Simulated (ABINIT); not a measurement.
Crystal: Co.

```xyz
2
Lattice="2.4720 0.0000 0.0000 -1.2360 2.1408 0.0000 0.0000 0.0000 4.0211" Properties=species:S:1:pos:R:3 pbc="T T T"
Co    1.2360    0.7136    3.0159
Co    0.0000    1.4272    1.0053
```

```yaml
Program: ABINIT 10.8.3 (patched build)
Task: relaxation of cell and atoms
Functional: LDA
Potentials_or_basis: JTH PAW LDA v2.0
Cutoff: 707 eV
k_mesh: 7 × 7 × 4
Occupations: fermi-dirac, width 0.05 eV
Spin: collinear spin, ferromagnetic start
Starting_moments: "[2.0, 2.0] μB"
```

At the start: pressure -14.4 GPa; volume 10.64 Å³/atom.

Task: Where does the relaxation end?

Result: Over 6 steps the energy falls by 30.4 meV/atom and the volume is 10.01 Å³/atom (-5.9 %); space group P6_3/mmc (No. 194, to 0.05 Å); moment 2.94 μB per cell.

Step by step:
```csv
step,energy change (eV),largest force (eV/Å),pressure (GPa),volume (Å³)
1,0.0000,0.0000,-14.37,21.28
2,-0.0556,0.0000,-4.31,20.36
3,-0.0605,0.0000,0.52,19.99
4,-0.0607,0.0000,0.09,20.02
5,-0.0608,0.0000,-0.10,20.03
6,-0.0608,0.0000,-0.03,20.02
```

Final structure:
```
CELL_PARAMETERS angstrom
2.42975 0.00000 0.00000
-1.21487 2.10423 0.00000
0.00000 0.00000 3.91643
ATOMIC_POSITIONS crystal
Co 0.66667 0.33333 0.75000
Co 0.33333 0.66667 0.25000
```

Caveat: the k mesh is coarse (spacing up to 0.42 Å⁻¹), so the values aren't converged.
